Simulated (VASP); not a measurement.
# KI (Fm-3m) in VASP: single point with r2SCAN

Aim: the single point of KI with r2SCAN.

Program: VASP 6.6.1. These are calculated values, not measurements. Logs are shortened: lines on timing, memory, paths and dates and some standing lists are left out, and cuts for length are marked.

**The experiment to reproduce.**

From a printed reference work, monograph, for a bulk crystal of KI: band gap 6.32 eV.

The runs below are set against these values where they give the same quantity.

## (1) The cell of the first run

Symmetry: Fm-3m, No. 225, cubic system. The conventional cell has a = 7.089 Å, b = 7.089 Å, c = 7.089 Å, α = 90.00°, β = 90.00°, γ = 90.00°. Within 4.7 Å of K (site symmetry m-3m) lie 6 I at 3.54 Å. I (site symmetry m-3m) has 6 K at 3.54 Å within 4.7 Å.

## (2) Single point, r2SCAN

Input file POSCAR:

```
KI
1.0
    0.0000000000      3.5445661619      3.5445661619
    3.5445661619      0.0000000000      3.5445661619
    3.5445661619      3.5445661619      0.0000000000
K I
1 1
Direct
    0.0000000000      0.0000000000      0.0000000000
    0.5000000000      0.5000000000      0.5000000000
```

Input file INCAR.step1:

```
SYSTEM = KI
  PREC = Accurate
  ENCUT = 520
  ISMEAR = 0
  SIGMA = 0.01
  LREAL = .False.
  LASPH = .True.
  NELM = 100
  NBANDS = 15
  GGA = PE
  ALGO = Normal
  EDIFF = 1E-4
  LWAVE = .True.
  LCHARG = .False.
```

Input file INCAR.step2:

```
SYSTEM = KI
  PREC = Accurate
  ENCUT = 520
  EDIFF = 1E-6
  ISMEAR = 0
  SIGMA = 0.01
  LREAL = .False.
  LASPH = .True.
  NELM = 100
  ALGO = Normal
  ISIF = 2
  LWAVE = .False.
  LCHARG = .True.
  METAGGA = R2SCAN
  LMIXTAU = .True.
  LELF = .True.
  LVHAR = .True.
  NBANDS = 15
  ISTART = 1
```

Input file KPOINTS:

```
Automatic mesh
0
Gamma
  6 6 6
  0 0 0
```

Potentials or basis: VASP PAW PBE potentials, release 64 (K_sv, I).

Launch:

```
cat potpaw_PBE.64/K_sv/POTCAR potpaw_PBE.64/I/POTCAR > POTCAR
cp INCAR.step1 INCAR
mpirun -np 1 vasp_std > vasp.out
cp INCAR.step2 INCAR
mpirun -np 1 vasp_std > vasp.out
```

OUTCAR:

```text
SYSTEM = KI
   PREC = Accurate
   ENCUT = 520
   EDIFF = 1E-6
   ISMEAR = 0
   LREAL = .False.
   LASPH = .True.
   NELM = 100
   ISIF = 2
   METAGGA = R2SCAN
   ISTART = 1

 ion  position               nearest neighbor table
   1  0.000  0.000  0.000-   2 3.54   2 3.54   2 3.54   2 3.54   2 3.54   2 3.54
   2  0.500  0.500  0.500-   1 3.54   1 3.54   1 3.54   1 3.54   1 3.54   1 3.54

  LATTYP: Found a face centered cubic cell.
 ALAT       =     7.0891323238

  Lattice vectors:

 A1 = (   0.0000000000,   3.5445661619,   3.5445661619)
 A2 = (   3.5445661619,   0.0000000000,   3.5445661619)
 A3 = (   3.5445661619,   3.5445661619,   0.0000000000)

Analysis of symmetry for initial positions (statically):
=====================================================================
 Subroutine PRICEL returns:
 Original cell was already a primitive cell.

 Routine SETGRP: Setting up the symmetry group for a
 face centered cubic supercell.

 Subroutine GETGRP returns: Found 48 space group operations
 (whereof 48 operations were pure point group operations)
 out of a pool of 48 trial point group operations.

The static configuration has the point symmetry O_h .

Analysis of symmetry for dynamics (positions and initial velocities):
=====================================================================
 Subroutine PRICEL returns:
 Original cell was already a primitive cell.

 Routine SETGRP: Setting up the symmetry group for a
 face centered cubic supercell.

 Subroutine GETGRP returns: Found 48 space group operations
 (whereof 48 operations were pure point group operations)
 out of a pool of 48 trial point group operations.

The dynamic configuration has the point symmetry O_h .

 Subroutine INISYM returns: Found 48 space group operations
 (whereof 48 operations are pure point group operations),
 and found     1 'primitive' translations

----------------------------------------------------------------------------------------

                                     Primitive cell

  volume of cell :      89.0675

  direct lattice vectors                    reciprocal lattice vectors
     0.000000000  3.544566162  3.544566162    -0.141060987  0.141060987  0.141060987
     3.544566162  0.000000000  3.544566162     0.141060987 -0.141060987  0.141060987
     3.544566162  3.544566162  0.000000000     0.141060987  0.141060987 -0.141060987

  length of vectors
     5.012773539  5.012773539  5.012773539     0.244324796  0.244324796  0.244324796

  position of ions in fractional coordinates (direct lattice)
     0.000000000  0.000000000  0.000000000
     0.500000000  0.500000000  0.500000000

  ion indices of the primitive-cell ions
   primitive index   ion index
                 1           1
                 2           2

----------------------------------------------------------------------------------------

 KPOINTS: Automatic mesh

Automatic generation of k-mesh.
 Grid dimensions read from file:
 generate k-points for:    6    6    6

 Generating k-lattice:

  Cartesian coordinates                     Fractional coordinates (reciprocal lattice)
    -0.023510164  0.023510164  0.023510164     0.166666667  0.000000000  0.000000000
     0.023510164 -0.023510164  0.023510164     0.000000000  0.166666667  0.000000000
     0.023510164  0.023510164 -0.023510164     0.000000000  0.000000000  0.166666667

  Length of vectors
     0.040720799  0.040720799  0.040720799

  Shift w.r.t. Gamma in fractional coordinates (k-lattice)
     0.000000000  0.000000000  0.000000000

 Subroutine IBZKPT returns following result:
 ===========================================

 Found     16 irreducible k-points:

 Following reciprocal coordinates:
            Coordinates               Weight
  0.000000  0.000000  0.000000      1.000000
  0.166667  0.000000  0.000000      8.000000
  0.333333  0.000000  0.000000      8.000000
  0.500000  0.000000  0.000000      4.000000
  0.166667  0.166667  0.000000      6.000000
  0.333333  0.166667  0.000000     24.000000
[... 8 lines left out ...]
 -0.333333  0.333333  0.166667     24.000000
 -0.333333  0.500000  0.166667     12.000000
   k-points           NKPTS =     16   k-points in BZ     NKDIM =     16   number of bands    NBANDS=     15
   number of dos      NEDOS =    301   number of ions     NIONS =      2
   total plane-waves  NPLWV =  64000
   dimension x,y,z NGX =    40 NGY =   40 NGZ =   40
   dimension x,y,z NGXF=    80 NGYF=   80 NGZF=   80
   ions per type =               1   1
   NGX,Y,Z   is equivalent  to a cutoff of  13.27, 13.27, 13.27 a.u.
   NGXF,Y,Z  is equivalent  to a cutoff of  26.53, 26.53, 26.53 a.u.
 SYSTEM =  KI
   PREC   = accura    normal or accurate (medium, high low for compatibility)
   ISTART =      1    job   : 0-new  1-cont  2-samecut
   ICHARG =      0    charge: 1-file 2-atom 10-const
   ISPIN  =      1    spin polarized calculation?
   LNONCOLLINEAR =      F non collinear calculations
   LSORBIT =      F    spin-orbit coupling
   LASPH  =      T    aspherical Exc in radial PAW
   ENCUT  =  520.0 eV  38.22 Ry    6.18 a.u.   9.32  9.32  9.32*2*pi/ulx,y,z
   NELM   =    100;   NELMIN=  2; NELMDL=  0     # of ELM steps
   EDIFF  = 0.1E-05   stopping-criterion for ELM
   LREAL  =      F    real-space projection
   EDIFFG = 0.1E-04   stopping-criterion for IOM
   NSW    =      0    number of steps for IOM
   IBRION =     -1    ionic relax: 0-MD 1-quasi-New 2-CG
   NFREE  =      0    steps in history (QN), initial steepest desc. (CG)
   ISIF   =      2    stress and relaxation
   ISYM   =      2    0-nonsym 1-usesym 2-fastsym
   POTIM  = 0.5000    time-step for ionic-motion
   TEBEG  =    0.0;   TEEND  =   0.0 temperature during run
   PSTRESS=    0.0 pullay stress
   NELECT =      16.0000    total number of electrons
   NUPDOWN=      -1.0000    fix difference up-down
   EMIN   =  10.00;   EMAX   =-10.00  energy-range for DOS
   EFERMI =   0.00;   METHOD = LEGACY
   ISMEAR =     0;   SIGMA  =   0.01  broadening in eV -4-tet -1-fermi 0-gaus
   EFERMI_NEDOS =   21; number of points for ismear=-14 and -15
   IALGO  =     38    algorithm
   IMIX   =      4    mixing-type and parameters
     AMIX     =   0.40;   BMIX     =  1.00
     AMIX_MAG =   1.60;   BMIX_MAG =  1.00
  volume/ion in A,a.u.               =      44.53       300.53
  Fermi-wavevector in a.u.,A,eV,Ry     =   0.923723  1.745583 11.609363  0.853264
  Thomas-Fermi vector in A             =   2.049391
   LORBIT       =      0    0 simple, 1 ext, 2 COOP (PROOUT), +10 PAW based schemes
   METAGGA = R2SCAN    functional components
   LHFCALC =     F    Hartree Fock is set to
   AEXX    =    0.0000 exact exchange contribution
   IVDW    =     0    specifies the selected vdW correction
   LEPSILON=     F    determine dielectric tensor
   LRPA    =     F    only Hartree local field effects (RPA)
 non-spin polarized calculation
 Gauss-broadening in eV      SIGMA  =   0.01
  energy-cutoff  :      520.00
  volume of cell :       89.07
 maximum number of plane-waves:      2424
 NGX is ok and might be reduce to    40
   NGX = 19   NGY = 19   NGZ = 19

 number of electron      15.9999999 magnetization

 Free energy of the ion-electron system (eV)
  ---------------------------------------------------
  ext. energy  EPLUGINS =         0.00000000
  ---------------------------------------------------
  free energy    TOTEN  =       -33.98433730 eV

  energy without entropy =      -33.98433730  energy(sigma->0) =      -33.98433730

 E-fermi :  -0.7056     XC(G=0):  -7.4760

 val. band max:       -0.8067210468   @ k =   0.0000   0.0000   0.0000
 cond. band min:       3.7755576989   @ k =   0.0000   0.0000   0.0000
 fundamental gap:      4.5822787457
 Fermi energy:        -0.7055797382

 k-point     1 :       0.0000    0.0000    0.0000
  band No.  band energies     occupation
      1     -30.4828      2.00000
      2     -13.1966      2.00000
      3     -13.1966      2.00000
      4     -13.1966      2.00000
      5     -11.6042      2.00000
      6      -0.8067      2.00000
      7      -0.8067      2.00000
      8      -0.8067      2.00000
      9       3.7756      0.00000
     10       6.2467      0.00000
     11       6.2467      0.00000
     12       6.2467      0.00000
     13       7.0912      0.00000
     14       7.0912      0.00000
     15       9.4457      0.00000

 k-point     2 :       0.1667    0.0000    0.0000
  band No.  band energies     occupation
      1     -30.4824      2.00000
      2     -13.2353      2.00000
      3     -13.1971      2.00000
      4     -13.1971      2.00000
      5     -11.5320      2.00000
      6      -1.2066      2.00000
      7      -0.8942      2.00000
      8      -0.8942      2.00000
      9       4.3836      0.00000
     10       6.1384      0.00000
     11       6.5497      0.00000
     12       6.5497      0.00000
     13       7.4117      0.00000
     14       7.4117      0.00000
     15      10.3880      0.00000

 k-point     3 :       0.3333    0.0000    0.0000
  band No.  band energies     occupation
      1     -30.4814      2.00000
      2     -13.3050      2.00000
      3     -13.1980      2.00000
      4     -13.1980      2.00000
      5     -11.3933      2.00000
      6      -1.8373      2.00000
      7      -1.0574      2.00000
      8      -1.0574      2.00000
      9       5.0752      0.00000
     10       6.7873      0.00000
     11       7.2843      0.00000
     12       7.2843      0.00000
     13       8.2601      0.00000
     14       8.2601      0.00000
     15       9.6664      0.00000

 k-point     4 :       0.5000    0.0000    0.0000
  band No.  band energies     occupation
      1     -30.4809      2.00000
      2     -13.3368      2.00000
      3     -13.1985      2.00000
      4     -13.1985      2.00000
      5     -11.3259      2.00000
      6      -2.1033      2.00000
      7      -1.1339      2.00000
      8      -1.1339      2.00000
      9       5.2051      0.00000
     10       7.4992      0.00000
     11       7.9397      0.00000
     12       7.9397      0.00000
     13       8.6009      0.00000
     14       8.6009      0.00000
     15       9.3915      0.00000
[... 163 lines left out ...]
 k-point    14 :       0.5000    0.3333    0.1667
  band No.  band energies     occupation
      1     -30.4808      2.00000
      2     -13.2778      2.00000
      3     -13.2151      2.00000
      4     -13.2050      2.00000
      5     -11.3970      2.00000
      6      -1.7823      2.00000
      7      -1.2744      2.00000
      8      -1.1764      2.00000
      9       5.5592      0.00000
     10       6.0990      0.00000
     11       7.0735      0.00000
     12       8.2940      0.00000
     13       8.3615      0.00000
     14       8.6911      0.00000
     15       9.9558      0.00000

 k-point    15 :      -0.3333    0.3333    0.1667
  band No.  band energies     occupation
      1     -30.4805      2.00000
      2     -13.2770      2.00000
      3     -13.2193      2.00000
      4     -13.2103      2.00000
      5     -11.3788      2.00000
      6      -1.7611      2.00000
      7      -1.4439      2.00000
      8      -1.2436      2.00000
      9       5.9604      0.00000
     10       6.3317      0.00000
     11       6.9165      0.00000
     12       8.1737      0.00000
     13       8.6622      0.00000
     14       9.1059      0.00000
     15       9.7882      0.00000

 k-point    16 :      -0.3333    0.5000    0.1667
  band No.  band energies     occupation
      1     -30.4803      2.00000
      2     -13.2369      2.00000
      3     -13.2325      2.00000
      4     -13.2199      2.00000
      5     -11.4111      2.00000
      6      -1.6811      2.00000
      7      -1.3696      2.00000
      8      -1.3382      2.00000
      9       5.3333      0.00000
     10       6.2965      0.00000
     11       7.1366      0.00000
     12       8.2641      0.00000
     13       8.4878      0.00000
     14       9.5504      0.00000
     15       9.9847      0.00000

------------------------ aborting loop because EDIFF is reached ----------------------------------------

  FORCE on cell =-STRESS in cart. coord.  units (eV):
  Direction    XX          YY          ZZ          XY          YZ          ZX
  --------------------------------------------------------------------------------------
  -------------------------------------------------------------------------------------
  Total        0.0107018      0.0107018      0.0107018      0.0000000      0.0000000      0.0000000
  in kB        0.1925079      0.1925079      0.1925079      0.0000000      0.0000000      0.0000000
  external PRESSURE =       0.1925079 kB  Pullay stress =       0.0000000 kB

 VOLUME and BASIS-vectors are now :
 -----------------------------------------------------------------------------
  energy-cutoff  :      520.00
  volume of cell :       89.07
      direct lattice vectors                 reciprocal lattice vectors
     0.000000000  3.544566162  3.544566162    -0.141060987  0.141060987  0.141060987
     3.544566162  0.000000000  3.544566162     0.141060987 -0.141060987  0.141060987
     3.544566162  3.544566162  0.000000000     0.141060987  0.141060987 -0.141060987

 POSITION                                       TOTAL-FORCE (eV/Angst)
 -----------------------------------------------------------------------------------
      0.00000      0.00000      0.00000         0.000000      0.000000      0.000000
      3.54457      3.54457      3.54457        -0.000000     -0.000000     -0.000000
 -----------------------------------------------------------------------------------
    total drift:                                0.000000     -0.000000     -0.000000

  FREE ENERGIE OF THE ION-ELECTRON SYSTEM (eV)
  ---------------------------------------------------
  free  energy   TOTEN  =       -33.9843372996 eV

  energy  without entropy=      -33.9843372996  energy(sigma->0) =      -33.98433730
```

Wall time 61 s (1 thread of Intel Xeon 6975P-C (Granite Rapids), shared host); peak memory 0.26 GiB.

What came out:

| Quantity | Value |
| --- | --- |
| Free energy | -33.9843 eV |
| Pressure | 0.0 GPa |
| Band gap on the k mesh | 4.58 eV, direct |

Levels at points of the mesh, in eV from the valence-band top:
```csv
k point,band 5,band 6,band 7,band 8,band 9,band 10,band 11,band 12
"(0.00, 0.00, 0.00)",-10.80,0.00,0.00,0.00,4.58,7.05,7.05,7.05
"(0.50, 0.00, 0.00)",-10.52,-1.30,-0.33,-0.33,6.01,8.31,8.75,8.75
"(0.50, 0.50, 0.00)",-10.65,-1.00,-0.37,-0.37,5.39,6.47,8.82,9.39
```

Caveat: the PAW data sets were made with another functional, which shifts forces and pressure a little; spin-orbit coupling is left out, which moves the levels of the heavy elements.

## (3) Comparison with measurements

Step 2. A measured gap of KI is 6.32 eV (a printed reference work, monograph); the calculated 4.58 eV misses it by -1.74 eV. Spin-orbit coupling on I is left out. The value is that of r2SCAN, without temperature or zero-point motion.
